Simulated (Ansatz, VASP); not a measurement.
Pb: VASP beside Ansatz

```xyz
1
Lattice="0.0000 2.4584 2.4584 2.4584 0.0000 2.4584 2.4584 2.4584 0.0000" Properties=species:S:1:pos:R:3 pbc="T T T"
Pb    0.0000    0.0000    0.0000
```

Alike in both runs: task single point; functional revPBE; k mesh 9 × 9 × 9; occupations fermi-dirac, width 0.05 eV; no spin polarisation.

```csv
,VASP,Ansatz
version,VASP 6.6.1,Ansatz 0.2.0
potentials or method,"VASP PAW PBE potentials, release 64 (Pb_d)",Ansatz PAW
plane-wave cutoff (eV),520,420
valence electrons in the cell,14,14
```

Ansatz gave:

```
gap on the k mesh at the Fermi level (eV) : none
pressure (GPa)                            : 4.6
```

Problem. What did VASP give for the same quantities?

Solution. gap on the k mesh at the Fermi level (eV): none; pressure (GPa): 4.5.

A gap of «none» marks a metal or a gap that the smearing closes.

Caveats: the PAW data sets were made with another functional, which shifts forces and pressure a little (VASP); the PAW data sets come from PBE, with cores solved anew for the run's functional, which leaves a small shift of forces and pressure (Ansatz). The runs have no spin-orbit coupling, so splittings on Pb are missing.
